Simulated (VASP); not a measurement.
Wanted: the native input for a VASP 6.6.1 run.

```yaml
Task: single point
Functional: PBE
Potentials_or_basis: VASP PAW PBE potentials, release 64 (Cu)
Cutoff: 520 eV
k_mesh: 30 × 30 × 30
Occupations: gaussian, width 0.15 eV
Spin: no spin polarisation
Dipole_correction: no
Further_INCAR_settings: ALGO = Fast; EDIFF = 1e-06; NBANDS = 12
```

The structure of Cu lies in POSCAR:

```
Cu
1.0
   -1.4755302431      1.4755302431      1.3795566845
    1.4755302431     -1.4755302431      1.3795566845
    1.4755302431      1.4755302431     -1.3795566845
Cu
1
Direct
    0.0000000000      0.0000000000      0.0000000000
```

This isn't the form of Cu at room conditions, which is fcc.

These files were run (other wordings do the same):

INCAR

```
SYSTEM = Cu
PREC = Accurate
ENCUT = 520
EDIFF = 1E-6
ISMEAR = 0
SIGMA = 0.15
LREAL = .False.
LASPH = .True.
NELM = 100
ALGO = Fast
ISIF = 2
LWAVE = .False.
LCHARG = .True.
GGA = PE
LELF = .True.
LVHAR = .True.
NBANDS = 12
```

KPOINTS

```
Automatic mesh
0
Gamma
  30 30 30
  0 0 0
```

Potentials or basis: VASP PAW PBE potentials, release 64 (Cu).

Launch:

```console
$ cat potpaw_PBE.64/Cu/POTCAR > POTCAR
$ mpirun -np 1 vasp_std > vasp.out
```

Results of the run:

```yaml
Pressure: 0.6 GPa
Band_gap_on_the_k_mesh: none (metal or under the smearing width)
```

Run time: 110 s on 1 thread of Intel(R) Xeon(R) 6975P-C (Granite Rapids), with other jobs on the host, peak memory 0.37 GiB.
